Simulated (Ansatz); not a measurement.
# Relaxing Si

These are results of Ansatz, DFT PBE, scalar-relativistic, plane waves, PAW, not measurements. Cutoff 420 eV, Γ-centred k mesh, Gaussian smearing, no spin polarisation in the final step.

The start puts Si on the beta-tungsten (A15) structure type (Pm-3n, No. 223), at a guessed volume.

```yaml
crystal:
  lattice:
    - [5.46809, 0.00000, 0.00000]
    - [0.00000, 5.46809, 0.00000]
    - [0.00000, 0.00000, 5.46809]
  atoms:
    - { symbol: Si, position: [0.50000, 0.50000, 0.50000] }
    - { symbol: Si, position: [0.00000, 0.00000, 0.00000] }
    - { symbol: Si, position: [0.25000, 0.00000, 0.50000] }
    - { symbol: Si, position: [0.50000, 0.25000, 0.00000] }
    - { symbol: Si, position: [0.50000, 0.75000, 0.00000] }
    - { symbol: Si, position: [0.75000, 0.00000, 0.50000] }
    - { symbol: Si, position: [0.00000, 0.50000, 0.75000] }
    - { symbol: Si, position: [0.00000, 0.50000, 0.25000] }
```

Steps on the 4×4×4 mesh (8 atoms). 5 of 5 steps are shown, and the free energy counts from the last. Trial steps that were taken back and renewals of the plane-wave basis can be among the rows.

```
step  ΔF (meV/atom) V (Å³/atom) P (GPa)
   1          326.8        20.44   -13.69
   2          103.0        17.59   -10.40
   3            0.6        15.02    -1.12
   4           -0.2        14.76     0.30
   5            0.0        14.76     0.28
```

A final relaxation ran on a 8×8×8 mesh. The relaxed crystal, Pm-3n (No. 223):

Space group Pm-3n (No. 223). a = 4.912 Å, b = 4.912 Å, c = 4.912 Å, α = 90.00°, β = 90.00°, γ = 90.00°
| atom | site | symmetry | x | y | z |
| --- | --- | --- | --- | --- | --- |
| Si | 2a | m-3. | 0.5000 | 0.5000 | 0.5000 |
| Si | 6c | -4m.2 | 0.2500 | 0.0000 | 0.5000 |

| Quantity | Value |
| --- | --- |
| Volume per atom | 14.82 Å³ |
| Density | 3.15 g/cm³ |
| Energy over the standard structure | 0.59 eV/atom |
| Gap on the 8×8×8 mesh | 0 eV (a metal) |

Energies count from the standard state of Si at the same level.

The final run used a 8×8×8 mesh on its 8-atom cell and 0.10 eV smearing. For metals, differences of a few meV/atom aren't resolved.

Symmetry constrained the relaxation, so the result can be a saddle point.